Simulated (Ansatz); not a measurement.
The calculation used Ansatz 0.2.0, DFT PBE, scalar-relativistic, plane waves, PAW. Settings: cutoff 420 eV, Γ-centred meshes spaced at most about 0.3 Å⁻¹, and about 0.25 Å⁻¹ or finer for metals (2π included), Gaussian smearing. No spin polarisation in the final relaxations.

All energies are static (0 K, no zero-point motion).

Two relaxed structures of SnGe₂:

A.

```yaml
crystal:
  lattice:
    - [4.29214, 0.00000, 0.00000]
    - [-2.14607, 3.71711, 0.00000]
    - [0.00000, 0.00000, 10.53268]
  atoms:
    - { symbol: Sn, position: [0.00000, 0.00000, 0.86359] }
    - { symbol: Sn, position: [0.00000, 0.00000, 0.13641] }
    - { symbol: Ge, position: [0.33333, 0.66667, 0.53631] }
    - { symbol: Ge, position: [0.66667, 0.33333, 0.22660] }
    - { symbol: Ge, position: [0.66667, 0.33333, 0.46369] }
    - { symbol: Ge, position: [0.33333, 0.66667, 0.77340] }
```

B.

```yaml
crystal:
  lattice:
    - [5.72854, -1.85552, 0.00000]
    - [5.72854, 1.85552, 0.00000]
    - [-0.70845, 0.00000, 3.13747]
  atoms:
    - { symbol: Sn, position: [0.00000, 0.00000, 0.00000] }
    - { symbol: Ge, position: [0.68687, 0.68687, 0.71424] }
    - { symbol: Ge, position: [0.31313, 0.31313, 0.28576] }
```

**Question.** Which is lower in energy, and by how much?

**Answer.** A is lower, by 189 meV/atom. A has Sn and Ge ordered on diamond sites, space group P-3m1 (No. 164), 28.0 Å³/atom and no gap on its mesh; B has space group C2/m (No. 12), 22.2 Å³/atom and no gap. Counting Ge atoms around Sn (those within 1.25 times the shortest such distance or 1.15 times the sum of covalent radii; the shortest distance is added where it exceeds 1.18 times the sum of covalent radii), A has Sn 3 and B has Sn 10 from 3.1 Å. The lower one is the more open, so pressure narrows the difference. Even the lower one lies +0.04 eV/atom against the reference forms of the elements (uncorrected), so neither is stable at this level. Both come from invented guesses.

The zero gap of P-3m1 may come from the functional, which often closes small gaps. Cells relaxed within their symmetry can be saddle points.

The energy order follows the usual preference of group 14 for directional sp³ bonding at low pressure. In A every atom keeps four tetrahedral neighbours, and each Sn completes its three Ge contacts with one bond to another Sn. B gains density and many more contacts around Sn, but these are long, and its Ge–Ge distances are also stretched, which points to delocalised, metallic bonding in place of two-centre bonds. This parallels the competition between diamond-type and denser metallic forms in the elements themselves.

The small positive energy of A fits the known poor miscibility of Sn and Ge. Their electronegativities are so close that heteronuclear bonds bring little ionic gain, while the size mismatch strains a shared tetrahedral network; that strain is probably the main cost. An unfavourable formation energy doesn't exclude metastable material, and Ge–Sn films are indeed grown far from equilibrium. Whether this particular layered order is preferred over other arrangements on the diamond sites, including a random alloy, remains open.
